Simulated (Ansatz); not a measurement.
## Structure types of Be at a series of pressures

All-electron LAPW in Ansatz 0.2.0 under PBE, scalar-relativistic, energies extrapolated to zero smearing, no spin–orbit coupling; spin polarisation is left out. At each pressure a set of structure types was relaxed with symmetry kept. The table gives H = E + pV above the lowest type of that row in meV/atom (up to 5 of noise); a dash means not tried or turned into another type. Real phases may be missing from the set. k spacings are near 0.17 to 0.21 Å⁻¹, smearing 0.05 to 0.1 eV.

**Question.** Among hcp, bcc, fcc, omega, beta tin, diamond, which leads at -1.3, 11, 69, 270, 420 GPa?

**Answer.** hcp at -1.3 GPa; hcp at 11 GPa; hcp at 69 GPa; hcp at 270 GPa; bcc or hcp at 420 GPa.

```csv
p (GPa),V of the lowest (Å³/atom),hcp,bcc,fcc,omega,beta tin,diamond
-1.3,7.99,0,101,84,189,715,–
11,7.31,0,96,78,198,812,–
69,5.70,0,74,67,217,–,3233
270,3.94,0,26,38,226,1367,5211
420,3.36,0,0,24,228,1468,6093
```
